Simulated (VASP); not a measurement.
Write the native input for VASP 6.6.1 that does the following.

```yaml
Task: relaxation of cell and atoms
Functional: PBE
Dispersion: D3(BJ)
Potentials_or_basis: VASP PAW PBE potentials, release 64 (Cl)
Cutoff: 600 eV
k_mesh: 8 × 8 × 4
Occupations: gaussian, width 0.03 eV
Spin: no spin polarisation
Further_INCAR_settings: ALGO = Normal; EDIFF = 1e-06; IBRION = 2; EDIFFG = -0.01; NSW = 90; ISIF = 3
```

The structure of Cl lies in POSCAR:

```
Cl
1.0
    3.1450000000     -2.2500000000      0.0000000000
    3.1450000000      2.2500000000      0.0000000000
    0.0000000000      0.0000000000      8.2100000000
Cl
4
Direct
    0.8700000000      0.1300000000      0.1000000000
    0.6300000000      0.3700000000      0.6000000000
    0.1300000000      0.8700000000      0.9000000000
    0.3700000000      0.6300000000      0.4000000000
```

These files were run (other wordings do the same):

INCAR

```
SYSTEM = Cl
ALGO = Normal ; EDIFF = 1E-6
EDIFFG = -0.01 ; ENCUT = 600
GGA = PE ; IBRION = 2
ISIF = 3 ; ISMEAR = 0
IVDW = 12 ; LASPH = .TRUE.
LCHARG = .FALSE. ; LREAL = .FALSE.
LWAVE = .FALSE. ; NELM = 80
NSW = 90 ; PREC = Accurate
SIGMA = 0.03
```

KPOINTS

```
k-points
0
G
  8 8 4
  0 0 0
```

Potentials or basis: VASP PAW PBE potentials, release 64 (Cl).

The run is started by

```bash
$ cat potpaw_PBE.64/Cl/POTCAR > POTCAR
$ mpirun -np 1 vasp_std > vasp.out
```

It gave:

The relaxed volume is 27.21 Å³/atom. The relaxed cell is a = 3.862 Å, b = 3.862 Å, c = 8.098 Å, α = 90.00°, β = 90.00°, γ = 64.31°. The space group after relaxing (to 0.05 Å) is Cmce (No. 64) and the energy gained by relaxing is 10.9 meV/atom. The ionic steps are 21. The pressure after relaxing is 0.0 GPa and the largest force after relaxing is 0.007 eV/Å. The band gap on the k mesh is 2.35 eV, direct. The dispersion energy per atom is -0.163 eV.

It took 28 min on 1 thread of Intel(R) Xeon(R) Platinum 8559C (Emerald Rapids), on a shared host, peak memory 0.33 GiB.
